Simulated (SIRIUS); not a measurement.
## CuI (Marshite) under changes of volume

One of the cells (27.859 Å³/atom); the others are scaled copies at fixed shape and fractional positions:

```
I Cu
1.0
     0.00000    3.03150    3.03150
     3.03150    0.00000    3.03150
     3.03150    3.03150    0.00000
I Cu
1 1
Direct
  0.00000 0.00000 0.00000
  0.75000 0.75000 0.75000
```

```yaml
Program: SIRIUS 7.12.0
Functional: PBEsol
Potentials_or_basis: all-electron FP-LAPW
Cutoff: 195 eV
Basis: apw+lo standard
k_mesh: 8 × 8 × 8
Occupations: fermi-dirac, width 0.05 eV
Spin: no spin polarisation
```

```csv
volume (Å³/atom),energy over the lowest point (meV/atom),gap on the mesh (eV)
26.188,0.00,1.17
26.745,1.77,1.11
27.302,6.79,1.06
27.859,?,?
28.417,24.76,0.96
28.974,37.13,0.91
29.531,51.40,0.87
```

What does the run at 27.859 Å³/atom give?

Energy over the lowest point 14.54 meV/atom; gap on the mesh 1.01 eV.

Worked out: A Birch-Murnaghan fit of order 3 (a polynomial in V^(-2/3)) to the other rows has its minimum at 26.18 Å³/atom, just outside them, with B0 = V·E''(V) = 49 GPa and B' = 5.0. It gives 14.53 meV/atom at 27.859 Å³/atom, against the run's 14.54. A straight line through the other rows of the gap, of slope -2.5 eV per unit of ln V (its deformation potential), gives 1.01 eV, against the run's 1.01.

Energies are extrapolated to zero smearing.

Caveats: spin-orbit coupling is left out, which moves the levels of the heavy elements.
